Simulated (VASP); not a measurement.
BaH2 under changes of volume

One of the cells (17.401 Å³/atom); the others are scaled copies at fixed shape and fractional positions:

```
Ba H
1.0
     4.46203    0.00000    0.00000
    -2.23101    3.86423    0.00000
     0.00000    0.00000    6.05529
Ba H
2 4
Direct
  0.33333 0.66667 0.25000
  0.66667 0.33333 0.75000
  0.00000 0.00000 0.00000
  0.00000 0.00000 0.50000
  0.66667 0.33333 0.25000
  0.33333 0.66667 0.75000
```

The cell comes from a database or a generator and needn't be the stable form of this composition.

```yaml
Program: VASP 6.6.1
Functional: r2SCAN
Potentials_or_basis: VASP PAW PBE potentials, release 64 (Ba_sv, H)
Cutoff: 520 eV
k_mesh: 6 × 6 × 4
Occupations: gaussian, width 0.02 eV
Spin: no spin polarisation
```

| volume (Å³/atom) | energy over the lowest point (meV/atom) | pressure (GPa) | gap on the mesh (eV) |
| --- | --- | --- | --- |
| 16.705 | 3.31 | 1.5 | 2.15 |
| 17.053 | ? | ? | ? |
| 17.401 | 0.00 | -0.1 | 2.13 |
| 17.749 | 0.76 | -0.8 | 2.13 |
| 18.097 | 2.92 | -1.4 | 2.12 |

**Question.** What does the run at 17.053 Å³/atom give?

**Answer.** Energy over the lowest point 0.79 meV/atom; pressure 0.7 GPa; gap on the mesh 2.14 eV.

Worked out: A Birch-Murnaghan fit of order 2 (a polynomial in V^(-2/3)) to the other rows has its minimum at 17.40 Å³/atom with B0 = V·E''(V) = 36 GPa at fixed shape and positions, which overstates the stiffness. It gives 0.80 meV/atom at 17.053 Å³/atom, against the run's 0.79, and -dE/dV = 0.7 GPa, against 0.7. A straight line through the other rows of the gap, of slope -0.357 eV per unit of ln V, gives 2.14 eV, against the run's 2.14.

Energies are extrapolated to zero smearing.

Caveats: the PAW data sets were made with another functional, which shifts forces and pressure a little; spin-orbit coupling is left out, which moves the levels of the heavy elements.

A mesh can miss the band edges.
